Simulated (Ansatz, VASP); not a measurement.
**Two plane-wave programs on HgTe**

Contents of INCAR:

```
SYSTEM = HgTe
PREC     = Accurate       ! precision mode
ENCUT    = 520            ! plane-wave cutoff, eV
EDIFF    = 1E-8           ! SCF threshold, eV
ISMEAR   = -1             ! smearing method
SIGMA    = 0.08           ! smearing width, eV
LREAL    = .False.        ! projectors in reciprocal space
LASPH    = .True.         ! aspherical terms in the spheres
NELM     = 60             ! most SCF steps
ALGO     = Normal         ! electronic algorithm
ISIF     = 2              ! what is computed and relaxed
LWAVE    = .False.        ! write WAVECAR
LCHARG   = .False.        ! write CHGCAR
GGA      = CA             ! functional
LEFG     = .True.       
NBANDS   = 16             ! bands
```

The input KPOINTS:

```
Automatic mesh
0
Gamma
  10 10 10
  0 0 0
```

Contents of POSCAR:

```
HgTe
1.0
    0.0584300000      2.9507150000      2.9507150000
    2.9507150000      0.0584300000      2.9507150000
    2.9507150000      2.9507150000      0.0584300000
Hg Te
1 1
Direct
    0.0000000000      0.0000000000      0.0000000000
    0.5000000000      0.5000000000      0.5000000000
```

Input for Ansatz:

```yaml
crystal:
  lattice:
    - [0.05843, 2.950715, 2.950715]
    - [2.950715, 0.05843, 2.950715]
    - [2.950715, 2.950715, 0.05843]
  atoms:
    - { symbol: Hg, position: [0.0, 0.0, 0.0] }
    - { symbol: Te, position: [0.5, 0.5, 0.5] }
kpoints:
  mp_grid: { grid: [10, 10, 10] }
scf:
  occupations: { method: fermi_dirac, width: 0.08 }
hamiltonian:
  xc: lda
  pseudopotentials: { kind: paw }
output:
  forces: true
  stress: true
  eigenvalues: true
  efg: { contact_densities: true }
  write_density: true
  write_potential: true
  elf: true
  volumetric_format: npy
```

Change from the starting cell: equal xy, yz and zx shear strains of +2 %, PAW files.

Alike in both runs: task electric field gradients; functional LDA; k mesh 10 × 10 × 10; occupations fermi-dirac, width 0.08 eV; no spin polarisation.

|  | VASP | Ansatz |
| --- | --- | --- |
| version | VASP 6.6.1 | Ansatz 0.2.0 |
| potentials or method | VASP PAW LDA potentials, release 64 (Hg, Te) | PAW with Ansatz's default frozen-core files, scalar-relativistic |
| plane-wave cutoff (eV) | 520 | 420 |
| valence electrons in the cell | 18 | 36 |

VASP gave:

* pressure (GPa): 4.4
* largest component of the traceless stress (GPa): 0.39
* Vzz of the field gradient on the site that differs most (V/Å²): -15.8

Task: What did Ansatz give for the same quantities?

Result: Pressure (GPa): 3.9; largest component of the traceless stress (GPa): 0.40; Vzz of the field gradient on the site that differs most (V/Å²): -12.0.

The two sets of potentials don't hold the same shells in valence. Ansatz warned: «gradients_without_spin_orbit».

The runs have no spin-orbit coupling, so splittings on Hg, Te are missing.
